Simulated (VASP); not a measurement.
TiSe:

```xyz
4
Lattice="3.5590 0.0000 0.0000 -1.7795 3.0822 0.0000 0.0000 0.0000 6.2200" Properties=species:S:1:pos:R:3 pbc="T T T"
Se    1.7795    1.0274    4.6650
Se    0.0000    2.0548    1.5550
Ti    0.0000    0.0000    3.1100
Ti    0.0000    0.0000    0.0000
```

* Program: VASP 6.6.1
* Task: relaxation of cell and atoms
* Functional: vdW-DF-cx
* Potentials or basis: VASP PAW PBE potentials, release 64 (Se_GW, Ti_sv_GW)
* Cutoff: 680 eV
* k mesh: 9 × 9 × 5
* Occupations: tetrahedron
* Spin: no spin polarisation

At the start: pressure 0.6 GPa; volume 17.06 Å³/atom.

Question: How do energy, volume and symmetry change on relaxing?

Answer: Over 9 steps the energy falls by 61.6 meV/atom and the volume is 16.67 Å³/atom (-2.3 %); space group P6_3/mmc (No. 194, to 0.05 Å).

Step by step:
```
step  energy change (eV)  largest force (eV/Å)  pressure (GPa)  volume (Å³)
   1              0.0000                0.0000            0.59        68.23
   2             -0.1298                0.0000           -1.73        68.79
   3             -0.1083                0.0000           -6.12        69.77
   4             -0.2047                0.0000           -3.97        69.31
   5             -0.2343                0.0000            2.06        65.50
   6             -0.2461                0.0000           -0.18        66.79
   7             -0.2461                0.0000           -0.11        66.74
   8             -0.2463                0.0000            0.05        66.68
   9             -0.2463                0.0000            0.03        66.69
```

Final structure:
```yaml
crystal:
  lattice:
    - [3.37072, 0.00000, 0.00000]
    - [-1.68536, 2.91913, 0.00000]
    - [0.00000, 0.00000, 6.77726]
  atoms:
    - { symbol: Se, position: [0.66667, 0.33333, 0.75000] }
    - { symbol: Se, position: [0.33333, 0.66667, 0.25000] }
    - { symbol: Ti, position: [0.00000, 0.00000, 0.50000] }
    - { symbol: Ti, position: [0.00000, 0.00000, 0.00000] }
```

Caveat: the PAW data sets were made with another functional, which shifts forces and pressure a little; tetrahedron occupations give inexact forces and stress in metals.
